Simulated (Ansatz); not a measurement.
# Magnetic and orbital states of Fe

We look at Fe: a measured crystal structure (space group Fm-3m, primitive cell doubled), with 2 atoms per cell. Source: COD entry 9012714; the sample's temperature and pressure aren't taken into account, and it need not be the stable phase.

```
CELL_PARAMETERS angstrom
3.67900 1.83950 1.83950
1.83950 3.67900 1.83950
1.83950 1.83950 3.67900
ATOMIC_POSITIONS crystal
Fe 0.00000 0.00000 0.00000
Fe 0.50000 0.50000 0.50000
```

Numbers behind element symbols give the atom's place in this list.

Method: DFT, HSE06, PAW, plane waves, scalar-relativistic in Ansatz.

- Plane-wave cutoff: 420 eV
- k-point mesh: 6×6×6 (Γ-centred)
- Occupations: Fermi–Dirac smearing, 0.05 eV

The total moment includes the space between the atomic spheres.

Hybrids strongly overstate moments, exchange splitting and magnetic energies in itinerant metals. Pressures are approximate, as the exchange loop's threshold is loose for stress.

The mesh is coarse, so energy differences (and at times their sign) aren't converged.

Launched as:
```sh
ansatz run input.yaml --threads 4 --pin off --max-ram 10240MiB --backend cpu --events-out ev --progress --plain --runs-dir out
```

Machine: 4 threads of Arm Neoverse V1, on a shared host.

Plain SCF: the run stops at the first self-consistent solution. Under a hybrid the search levels only allow a further exchange loop from another filling of the frontier levels; the end state isn't tested for a lower one. Iterations are summed over the PBE start and the exchange cycles. Ends within 0.2 meV/atom and 0.1 μB count as one state.

| start | iterations | wall time (s) | final moments of Fe1 Fe2 (μB) | total (μB) | gap (eV) | F − F(lowest) (meV/atom) |
| --- | --- | --- | --- | --- | --- | --- |
| the moments in brackets, standard search level [Fe1 0.80, Fe2 0.80 μB] | 96 | 42 | 3.23 3.23 | 6.14 | none | 0.0 |
| parallel moments scaled by 0.2, plain SCF [Fe1 0.80, Fe2 0.80 μB] | 84 | 37 | 3.23 3.23 | 6.14 | none | 0.0 |
| usual moments times 1.4, signs ++, plain SCF [Fe1 5.60, Fe2 5.60 μB] | 33 | 28 | 3.23 3.23 | 6.14 | none | 0.0 |
| spin on, no moments given (the program may seed its own), plain SCF | 30 | 26 | 3.23 3.23 | 6.14 | none | 0.0 |
| parallel moments, plain SCF [Fe1 4.00, Fe2 4.00 μB] | 29 | 25 | 3.23 3.23 | 6.14 | none | 0.0 |
| opposed moments +-, default search level [Fe1 4.00, Fe2 -4.00 μB] | 50 | 33 | 3.25 -3.25 | 0.00 | none | 435 |
| opposed moments +-, plain SCF [Fe1 4.00, Fe2 -4.00 μB] | 40 | 28 | 3.25 -3.25 | 0.00 | none | 435 |
| the moments in brackets, symmetry off, plain SCF [Fe1 0.80, Fe2 0.80 μB] | 333 | 370 | 0.76 3.31 | 3.93 | none | 533 |
| a moment on one site alone, plain SCF [Fe1 4.00 μB] | 185 | 66 | 3.32 0.76 | 3.92 | none | 545 |
| no spin polarisation | 94 | 23 | 0.00 0.00 | 0.00 | none | 2215 |

10 runs converged, to 5 different states. The lowest is ferromagnetic, site moments Fe1 3.23, Fe2 3.23 μB, total 6.14 μB per cell, no gap on the k-mesh; it was reached by 5 starts. Switching spin polarisation off costs 2215 meV/atom. The best antiferromagnetic state lies 435 meV/atom above the best ferromagnetic one. These are lowest states among those tried, not proven ground states. This multiple of the primitive cell fits some opposed orders; other multiples fit others.
